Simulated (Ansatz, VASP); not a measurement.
Given: the input of a run of VASP 6.6.1 on Ag.

Contents of POSCAR:

```
Ag
1.0
   -1.6218556592      1.6218556592      1.6218556592
    1.6218556592     -1.6218556592      1.6218556592
    1.6218556592      1.6218556592     -1.6218556592
Ag
1
Direct
    0.0000000000      0.0000000000      0.0000000000
```

File INCAR.step1:

```
SYSTEM = Ag
PREC = Accurate
ENCUT = 520
ISMEAR = -1
SIGMA = 0.05
LREAL = .False.
LASPH = .True.
NELM = 80
NBANDS = 12
GGA = PE
ALGO = Normal
EDIFF = 1E-4
LWAVE = .True.
LCHARG = .False.
```

The input INCAR.step2:

```
SYSTEM = Ag
PREC = Accurate
ENCUT = 520
EDIFF = 1E-6
ISMEAR = -1
SIGMA = 0.05
LREAL = .False.
LASPH = .True.
NELM = 80
ALGO = Normal
ISIF = 2
LWAVE = .False.
LCHARG = .False.
METAGGA = R2SCAN
LMIXTAU = .True.
NBANDS = 12
ISTART = 1
```

File KPOINTS:

```
regular mesh
0
Gamma
  11 11 11
  0 0 0
```

Potentials or basis: VASP PAW PBE potentials, release 64 (Ag).

Command:

```bash
$ cat potpaw_PBE.64/Ag/POTCAR > POTCAR
$ cp INCAR.step1 INCAR
$ mpirun -np 1 vasp_std > vasp.out
$ cp INCAR.step2 INCAR
$ mpirun -np 1 vasp_std > vasp.out
```

Problem. Translate it to Ansatz 0.2.0. Potentials there: Ansatz PAW.

Solution. As run (the cutoff follows the program's own potentials):

Contents of input.yaml:

```yaml
crystal:
  lattice:
    - [-1.6218556592, 1.6218556592, 1.6218556592]
    - [1.6218556592, -1.6218556592, 1.6218556592]
    - [1.6218556592, 1.6218556592, -1.6218556592]
  atoms:
    - { symbol: Ag, position: [0.0, 0.0, 0.0] }
hamiltonian:
  xc: r2scan
  pseudopotentials: { kind: paw }
kpoints:
  mp_grid: { grid: [11, 11, 11] }
scf:
  occupations: { method: fermi_dirac, width: 0.05 }
output:
  forces: true
  stress: true
  eigenvalues: true
```

Potentials or basis: Ansatz PAW.

Command:

```sh
$ ansatz run input.yaml --threads 2 --pin off --max-ram 5632MiB --backend cpu --events-out ev --progress --plain --runs-dir out
```

Both were run:

|  | VASP | Ansatz | Ansatz less VASP |
| --- | --- | --- | --- |
| gap on the k mesh at the Fermi level (eV) | none | none | - |
| pressure (GPa) | 2.4 | 2.2 | -0.18 |

A gap of «none» marks a metal or a gap that the smearing closes. The two sets of potentials don't hold the same shells in valence.

Caveats: the PAW data sets were made with another functional, which shifts forces and pressure a little (VASP); the PAW data sets come from PBE, with cores solved anew for the run's functional, which leaves a small shift of forces and pressure (Ansatz).
